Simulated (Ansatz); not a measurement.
# LiH: the change of direct gap with volume per atom

Results calculated with Ansatz 0.2.0, not measured. Plane-wave density functional theory, PAW datasets, Gaussian smearing 0.05 eV: Kohn-Sham gaps of one periodic cell over its k-point mesh and, where one was run, its band path; band edges are those on the mesh.

Cell of the first row (space group Fm-3m, No. 225):
```
LiH
1.0
      0.0000     1.9772     1.9772
      1.9772     0.0000     1.9772
      1.9772     1.9772     0.0000
Li H
1 1
Direct
  0.00000 0.00000 0.00000
  0.50000 0.50000 0.50000
```

Settings of every row: paw set soft_2; functional PBE; spin treatment none; moment partition spheres; spin axis none; wave cutoff 420 eV; k mesh 14x14x14; SCF start atoms; lower state search light; symmetry use detected.

Atom first moment, atom hubbard u: 0 on all atoms.

Limits: semilocal functionals tend to give too small a gap.

| row | volume per atom (Å³) | direct gap (eV) | band gap (eV) |
| --- | --- | --- | --- |
| 1 | 7.729 | ? | ? |
| 2 | 7.89 | 2.97 | 2.97 |
| 3 | 8.051 | 2.985 | 2.985 |
| 4 | 8.212 | 3 | 3 |
| 5 | 8.373 | 3.014 | 3.014 |
| 6 | 8.381 | 3.014 | 3.014 |
| 7 | 8.48 | 3.022 | 3.022 |

Question: what direct gap should row 1 give?

Worked fit of direct gap. Take t = volume per atom − 8.2, in Å³. The shown rows have t = -0.31, -0.149, 0.012, 0.173, 0.181, 0.28. Their means are 0.031167 and 3.0008 eV; the sums about the means are S_tt = 0.2537 and S_ty = 0.0225, whose ratio is the slope. Least squares give direct gap = 2.9981 + 0.0887 × t eV. The rows lie off it by -0.001, 0.000, 0.001, 0.001, 0.000, -0.001. The withheld row has t = -0.471, so the fit gives 2.9981 + 0.0887 × (-0.471) = 2.956 eV.

The calculation gave 2.954 eV. The fit lies 0.002 eV (2.9 % of the column's range) above it; its largest miss of a shown row is 0.001 eV. This row lies beyond the range of the fit.

The other values of row 1: band gap 2.954 eV.
